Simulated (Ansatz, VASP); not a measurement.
**N: VASP beside Ansatz**

INCAR

```
SYSTEM = N
PREC = Accurate ; ENCUT = 520
EDIFF = 1E-6 ; ISMEAR = -1
SIGMA = 0.03 ; LREAL = .False.
LASPH = .True. ; NELM = 100
ALGO = Fast ; ISIF = 2
LWAVE = .False. ; LCHARG = .False.
GGA = PE ; IVDW = 12
NBANDS = 18
```

Contents of KPOINTS:

```
Automatic mesh
0
Gamma
  6 4 8
  0 0 0
```

The input POSCAR:

```
N
1.0
    4.7490000000      0.0000000000      0.0000000000
    0.0000000000      7.8730000000      0.0000000000
    0.0000000000      0.0000000000      3.5410000000
N
4
Direct
    0.0205000000      0.2500000000      0.6348000000
    0.9795000000      0.7500000000      0.3652000000
    0.4795000000      0.7500000000      0.1348000000
    0.5205000000      0.2500000000      0.8652000000
```

Input for Ansatz:

```yaml
crystal:
  lattice:
    - [4.749, 0.0, 0.0]
    - [0.0, 7.873, 0.0]
    - [0.0, 0.0, 3.541]
  atoms:
    - { symbol: "N", position: [0.0205, 0.25, 0.6348] }
    - { symbol: "N", position: [0.9795, 0.75, 0.3652] }
    - { symbol: "N", position: [0.4795, 0.75, 0.1348] }
    - { symbol: "N", position: [0.5205, 0.25, 0.8652] }
kpoints:
  mp_grid: { grid: [6, 4, 8] }
  band_path:
    path:
      - [0.0, 0.0, 0.0]
      - [0.5, 0.0, 0.0]
      - [0.5, 0.5, 0.0]
      - [0.0, 0.5, 0.0]
      - [0.0, 0.0, 0.0]
      - [0.0, 0.0, 0.5]
      - [0.5, 0.0, 0.5]
      - [0.5, 0.5, 0.5]
      - [0.0, 0.5, 0.5]
    npoints: 14
scf:
  occupations: { method: fermi_dirac, width: 0.03 }
  convergence: { dr2_threshold: 1.0e-09 }
hamiltonian:
  xc: pbe
  pseudopotentials: { kind: all_electron, lapw: { basis_error: 0.0005 } }
  dispersion: d3bj
output:
  forces: true
  stress: true
  eigenvalues: true
  populations: true
```

Alike in both runs: task single point; functional PBE; dispersion D3(BJ); k mesh 6 × 4 × 8; occupations fermi-dirac, width 0.03 eV; no spin polarisation.

```csv
,VASP,Ansatz
version,VASP 6.6.1,Ansatz 0.2.0
potentials or method,"VASP PAW PBE potentials, release 64 (N)","all-electron LAPW, scalar-relativistic"
plane-wave cutoff (eV),520,see its input
```

```tsv
	VASP	Ansatz	Ansatz less VASP
gap on the k mesh at the Fermi level (eV)	none	none	-
pressure (GPa)	-10.9	-10.9	+0.05
largest component of the traceless stress (GPa)	15.09	15.11	+0.017
rms of the force components (eV/Å)	0.482	0.483	+0.0006
dispersion energy (meV/atom)	-40.6	-40.6	-0.01
```

Atom by atom the forces differ by 0.001 eV/Å (rms over components). A gap of «none» marks a metal or a gap that the smearing closes. Ansatz ran all-electron here, so the differences hold the error of VASP's frozen core and of both bases.
